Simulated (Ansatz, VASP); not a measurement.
**SiC3 in VASP and in Ansatz**

File POSCAR:

```
SiC3
1.0
    2.7964006874      0.0000000000      0.0000000000
    0.0000000000      2.7964006874      0.0000000000
    0.0000000000      0.0000000000      4.0900436006
C Si
3 1
Direct
    0.5000000000      0.0000000000      0.7862689761
    0.5000000000      0.5000000000      0.0000000000
    0.0000000000      0.5000000000      0.2137310239
    0.0000000000      0.0000000000      0.5000000000
```

The input INCAR.step1:

```
SYSTEM = SiC3
PREC = Accurate
ENCUT = 520
ISMEAR = 0
SIGMA = 0.01
LREAL = .False.
LASPH = .True.
NELM = 100
NBANDS = 16
GGA = PE
ALGO = Normal
EDIFF = 1E-4
LWAVE = .True.
LCHARG = .False.
```

INCAR.step2

```
SYSTEM = SiC3
PREC = Accurate
ENCUT = 520
EDIFF = 1E-7
ISMEAR = 0
SIGMA = 0.01
LREAL = .False.
LASPH = .True.
NELM = 100
ALGO = Normal
ISIF = 2
LWAVE = .False.
LCHARG = .False.
METAGGA = R2SCAN
LMIXTAU = .True.
NBANDS = 16
ISTART = 1
```

KPOINTS

```
regular mesh
0
Gamma
  8 8 6
  0 0 0
```

Input for Ansatz:

```yaml
crystal:
  lattice:
    - [2.7964006874, 0.0, 0.0]
    - [0.0, 2.7964006874, 0.0]
    - [0.0, 0.0, 4.0900436006]
  atoms:
    - { symbol: C, position: [0.5, 0.0, 0.7862689761] }
    - { symbol: C, position: [0.5, 0.5, 0.0] }
    - { symbol: C, position: [0.0, 0.5, 0.2137310239] }
    - { symbol: Si, position: [0.0, 0.0, 0.5] }
kpoints:
  mp_grid: { grid: [8, 8, 6] }
hamiltonian:
  xc: r2scan
scf:
  occupations: { method: fixed }
output:
  optics:
    e_range: [0, 13]
    de: 0.05
    sigma: 0.1
    bands: { spectra_wanted_up_to: 13 }
```

Alike in both runs: task single point; functional r2SCAN; k mesh 8 × 8 × 6; no spin polarisation.

|  | VASP | Ansatz |
| --- | --- | --- |
| version | VASP 6.6.1 | Ansatz 0.2.0 |
| potentials or method | VASP PAW PBE potentials, release 64 (C, Si) | plane waves, PAW |
| plane-wave cutoff (eV) | 520 | 500 |
| occupations | gaussian, width 0.01 eV | fixed |
| valence electrons in the cell | 16 | 16 |

Ansatz gave:

| Quantity | Value |
| --- | --- |
| gap on the k mesh at the Fermi level (eV) | 1.77 |

Question: What did VASP give for the same quantities?

Answer: gap on the k mesh at the Fermi level (eV): 1.78.

Caveats: the PAW data sets were made with another functional, which shifts forces and pressure a little (VASP). r2SCAN opens gaps a little over a GGA but as a rule still falls short of measured ones. A k mesh can miss the band edges.
